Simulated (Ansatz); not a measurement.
# GaN (F-43m) in Ansatz: a series of runs, part 2 of 2

Ansatz 0.2.0.

**5. Single point, HISS, 11.21 Å³/atom (volume scaled by 0.98)**

The input, input.yaml:

```yaml
crystal:
  lattice:
    - [0.0, 2.2383759866, 2.2383759866]
    - [2.2383759866, 0.0, 2.2383759866]
    - [2.2383759866, 2.2383759866, 0.0]
  atoms:
    - { symbol: Ga, position: [0.0, 0.0, 0.0] }
    - { symbol: "N", position: [0.25, 0.25, 0.25] }
hamiltonian:
  xc: hiss
  pseudopotentials: { kind: paw }
kpoints:
  mp_grid: { grid: [5, 5, 5] }
scf:
  occupations: { method: fermi_dirac, width: 0.05 }
  exx: { singularity: none }
output:
  forces: true
  stress: true
  eigenvalues: true
```

Launch:

```bash
ansatz run input.yaml --threads 2 --pin off --max-ram 5632MiB --backend cpu --events-out ev --progress --plain --runs-dir out
```

Wall time 9.2 s (2 threads of Intel Xeon Platinum 8488C (Sapphire Rapids), shared host); peak memory 0.81 GiB.

Results (log left out):

| Quantity | Value |
| --- | --- |
| Free energy | -4169.9826 eV |
| Pressure | -1.5 GPa |
| Band gap on the k mesh | 3.97 eV, direct |

Caveat: the k mesh is coarse (spacing up to 0.49 Å⁻¹), so the values aren't converged, least of all with exact exchange; odd divisions of the mesh miss points on the zone boundary, where band edges often lie, so the gap on the mesh can be too wide; the pressure holds a Pulay correction of +0.5 GPa for the finite cutoff; the PAW data sets come from PBE, with cores solved anew for the run's functional, which leaves a small shift of forces and pressure; the thresholds are loose for stress.

**6. Single point, HISS, 11.44 Å³/atom**

Changes to input.yaml since step 5:

```diff
@@ -2,5 +2,5 @@
   lattice:
-    - [0.0, 2.2383759866, 2.2383759866]
-    - [2.2383759866, 0.0, 2.2383759866]
-    - [2.2383759866, 2.2383759866, 0.0]
+    - [0.0, 2.2535006075, 2.2535006075]
+    - [2.2535006075, 0.0, 2.2535006075]
+    - [2.2535006075, 2.2535006075, 0.0]
   atoms:
@@ -20 +20,5 @@
   eigenvalues: true
+  write_density: true
+  write_potential: true
+  elf: true
+  volumetric_format: npy
```

Potentials or basis: Ansatz PAW.

Launch:

```bash
ansatz run input.yaml --threads 2 --pin off --max-ram 5632MiB --backend cpu --events-out ev --progress --plain --runs-dir out
```

It took 9.1 s on 2 threads of Intel Xeon Platinum 8488C (Sapphire Rapids), shared host; peak memory 0.81 GiB.

It converged, with:

| Item | Value |
| --- | --- |
| Free energy | -4169.9724 eV |
| Pressure | -5.6 GPa |
| Band gap on the k mesh | 3.81 eV, direct |

Caveat: the k mesh is coarse (spacing up to 0.48 Å⁻¹), so the values aren't converged, least of all with exact exchange; odd divisions of the mesh miss points on the zone boundary, where band edges often lie, so the gap on the mesh can be too wide; the pressure holds a Pulay correction of +0.5 GPa for the finite cutoff; the PAW data sets come from PBE, with cores solved anew for the run's functional, which leaves a small shift of forces and pressure; the thresholds are loose for stress.

**7. Single point, HISS, 11.67 Å³/atom (volume scaled by 1.02)**

The input, input.yaml:

```yaml
crystal:
  lattice:
    - [0.0, 2.2684248875, 2.2684248875]
    - [2.2684248875, 0.0, 2.2684248875]
    - [2.2684248875, 2.2684248875, 0.0]
  atoms:
    - { symbol: Ga, position: [0.0, 0.0, 0.0] }
    - { symbol: "N", position: [0.25, 0.25, 0.25] }
hamiltonian:
  xc: hiss
  pseudopotentials: { kind: paw }
kpoints:
  mp_grid: { grid: [5, 5, 5] }
scf:
  occupations: { method: fermi_dirac, width: 0.05 }
  exx: { singularity: none }
output:
  forces: true
  stress: true
  eigenvalues: true
```

Launch:

```bash
ansatz run input.yaml --threads 2 --pin off --max-ram 5632MiB --backend cpu --events-out ev --progress --plain --runs-dir out
```

It took 9.2 s on 2 threads of Intel Xeon Platinum 8488C (Sapphire Rapids), shared host; peak memory 0.81 GiB.

It converged, with:

| Property | Result |
| --- | --- |
| Free energy | -4169.9510 eV |
| Pressure | -9.3 GPa |
| Band gap on the k mesh | 3.65 eV, direct |

Caveat: the k mesh is coarse (spacing up to 0.48 Å⁻¹), so the values aren't converged, least of all with exact exchange; odd divisions of the mesh miss points on the zone boundary, where band edges often lie, so the gap on the mesh can be too wide; the pressure holds a Pulay correction of +0.4 GPa for the finite cutoff; the PAW data sets come from PBE, with cores solved anew for the run's functional, which leaves a small shift of forces and pressure; the thresholds are loose for stress.

**8. Single point, HISS, 11.90 Å³/atom (volume scaled by 1.04)**

Changes to input.yaml since step 7:

```diff
@@ -2,5 +2,5 @@
   lattice:
-    - [0.0, 2.2684248875, 2.2684248875]
-    - [2.2684248875, 0.0, 2.2684248875]
-    - [2.2684248875, 2.2684248875, 0.0]
+    - [0.0, 2.283155332, 2.283155332]
+    - [2.283155332, 0.0, 2.283155332]
+    - [2.283155332, 2.283155332, 0.0]
   atoms:
```

Launch:

```bash
ansatz run input.yaml --threads 2 --pin off --max-ram 5632MiB --backend cpu --events-out ev --progress --plain --runs-dir out
```

It took 9 s on 2 threads of Intel Xeon Platinum 8488C (Sapphire Rapids), shared host; peak memory 0.81 GiB.

Results (log left out):

* Free energy: -4169.9197 eV
* Pressure: -12.6 GPa
* Band gap on the k mesh: 3.50 eV, direct

Caveat: the k mesh is coarse (spacing up to 0.48 Å⁻¹), so the values aren't converged, least of all with exact exchange; odd divisions of the mesh miss points on the zone boundary, where band edges often lie, so the gap on the mesh can be too wide; the pressure holds a Pulay correction of +0.4 GPa for the finite cutoff; the PAW data sets come from PBE, with cores solved anew for the run's functional, which leaves a small shift of forces and pressure; the thresholds are loose for stress.

**9. Single point, HISS, 12.13 Å³/atom (volume scaled by 1.06)**

Changes to input.yaml since step 8:

```diff
@@ -2,5 +2,5 @@
   lattice:
-    - [0.0, 2.283155332, 2.283155332]
-    - [2.283155332, 0.0, 2.283155332]
-    - [2.283155332, 2.283155332, 0.0]
+    - [0.0, 2.2976981147, 2.2976981147]
+    - [2.2976981147, 0.0, 2.2976981147]
+    - [2.2976981147, 2.2976981147, 0.0]
   atoms:
```

Potentials or basis: Ansatz PAW.

Launch:

```bash
ansatz run input.yaml --threads 2 --pin off --max-ram 5632MiB --backend cpu --events-out ev --progress --plain --runs-dir out
```

Run time: 8.9 s. Hardware: 2 threads of Intel Xeon Platinum 8488C (Sapphire Rapids), shared host; peak memory 0.81 GiB.

Results (log left out):

| Quantity | Value |
| --- | --- |
| Free energy | -4169.8790 eV |
| Pressure | -15.6 GPa |
| Band gap on the k mesh | 3.34 eV, direct |

Caveat: the k mesh is coarse (spacing up to 0.47 Å⁻¹), so the values aren't converged, least of all with exact exchange; odd divisions of the mesh miss points on the zone boundary, where band edges often lie, so the gap on the mesh can be too wide; the pressure holds a Pulay correction of +0.4 GPa for the finite cutoff; the PAW data sets come from PBE, with cores solved anew for the run's functional, which leaves a small shift of forces and pressure; the thresholds are loose for stress.

**10. Equation of state, HISS**

Potentials or basis: Ansatz PAW.

No new run: the results of the series are fitted here.

What came out:

```
Equilibrium volume                      : 11.14 Å³/atom
Bulk modulus                            : 219 GPa
Pressure derivative of the bulk modulus : 4.2 (rough: it moves with the points fitted)
```

Energy against volume, from the lowest point:
```csv
volume (Å³/atom),energy (meV/atom)
10.757,9.08
10.986,0.92
11.215,0.00
11.444,5.10
11.673,15.77
11.902,31.41
12.131,51.78
```

Caveat: the k mesh is coarse (spacing up to 0.48 Å⁻¹), so the values aren't converged, least of all with exact exchange; the PAW data sets were made with another functional, which shifts forces and pressure a little.

**11. Comparison with measurements**

Step 2. Against the measured gap of GaN, 3.299 eV (direct; 0 K; a printed reference work, textbook), the calculated 3.81 eV is off by +0.51 eV. Spin-orbit coupling on Ga is left out. The value is that of HISS, without temperature or zero-point motion. The cell is a database's relaxed one, not the measured one, which moves gaps too.
